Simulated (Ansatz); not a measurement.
# Clamped-ion strain scan in Rh

These are results of Ansatz 0.2.0, DFT PBE, scalar-relativistic, plane waves, PAW, not measurements. Cutoff 420 eV, Γ-centred 24×24×14 k-points, Gaussian smearing of 0.15 eV. No spin polarisation. Energies are free energies at this smearing, counted from the undisturbed cell; pressure is positive in compression.

The undisturbed cell (relaxed at this level; with this scan's settings it stands at 0.1 GPa; this form isn't the usual structure):

```
Rh
1.0
     2.72479    0.00000    0.00000
    -1.36239    2.35974    0.00000
     0.00000    0.00000    4.38484
Rh
2
Direct
  0.66667 0.33333 0.75000
  0.33333 0.66667 0.25000
```

The cell is strained by ε times the Voigt pattern (0, 0, 0, 0, 1, 0) (xx, yy, zz, yz, xz, xy; engineering shear) with fractional coordinates fixed. The cell is metallic on the mesh throughout.

| ε | ΔE (meV/atom) |
| --- | --- |
| -0.1500 | 74.5 |
| -0.0750 | 18.3 |
| 0.0000 | 0.0 |
| 0.0375 | 4.6 |
| 0.0562 | 10.2 |
| 0.0937 | 28.6 |
| 0.1125 | 41.3 |
| 0.1312 | 56.5 |

(1) Predict the stress summed along the pattern (GPa, tension positive) at each point.

Results:

(1)
```tsv
ε	stress summed along the pattern (GPa, tension positive)
-0.1500	-11.21
-0.0750	-5.49
0.0000	0.00
0.0375	2.75
0.0562	4.12
0.0937	6.86
0.1125	8.26
0.1312	9.71
```

Cost: 8 runs of about 4.1 core-minutes in all, on Intel Xeon Gold 6455B (Sapphire Rapids) (shared hosts).